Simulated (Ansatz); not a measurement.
# AgCl: a single-point run

Wanted: a converged single-point run for AgCl, and a check of what comes out. The structure is shown as the input types it. The cell is built on a prototype (zincblende) and needn't be the phase found in nature.

Method: density functional or hybrid calculation with the settings of its input, plane waves (as first typed), in Ansatz 0.2.0.

4 further runs of the same task are left out: 4 that didn't finish.

## 1. The system as given

It takes space group F-43m (No. 216, cubic). Conventional cell: a = 5.986 Å, b = 5.986 Å, c = 5.986 Å, α = 90.00°, β = 90.00°, γ = 90.00°. Around Ag (site symmetry -43m) lie 4 Cl at 2.59 Å. Cl (site symmetry -43m) is surrounded by 4 Ag at 2.59 Å.

As a file:

```xyz
2
Lattice="0.0000 2.9932 2.9932 2.9932 0.0000 2.9932 2.9932 2.9932 0.0000" Properties=species:S:1:pos:R:3 pbc="T T T"
Ag    0.0000    0.0000    0.0000
Cl    1.4966    1.4966    1.4966
```

## 2. Running it

Input file input.yaml:

```yaml
crystal:
  lattice:
    - [0.0, 2.9932461729, 2.9932461729]
    - [2.9932461729, 0.0, 2.9932461729]
    - [2.9932461729, 2.9932461729, 0.0]
  atoms:
    - { symbol: Ag, position: [0.0, 0.0, 0.0] }
    - { symbol: Cl, position: [0.25, 0.25, 0.25] }
kpoints:
  mp_grid: { grid: [6, 6, 6] }
hamiltonian:
  xc: r2scan
scf:
  occupations: { method: fixed }
  n_extra_bands: 4
  max_iter: 70
output:
  forces: true
  stress: true
  eigenvalues: true
basis:
  ecutrho_ratio: 2
```

Run with:

```console
> ansatz run input.yaml --threads 4 --pin off --max-ram 3686MiB --backend cpu --events-out ev --progress --plain --runs-dir out
```

**Question.** How will this run end, and is anything wrong with its input?

The run converged and reported no error, with warnings (cutoff below recommended). Its log warns: «basis.ecutrho_ratio = 2 (ecutrho = 1000 eV) is below the records' recommended 2000 eV»

In the input, basis.ecutrho_ratio is 2. The grid or cutoff for the density and potential is too coarse for the wavefunction basis: a density holds Fourier components up to twice the waves' wavevector.

The test: delete basis.ecutrho_ratio (the default then holds).
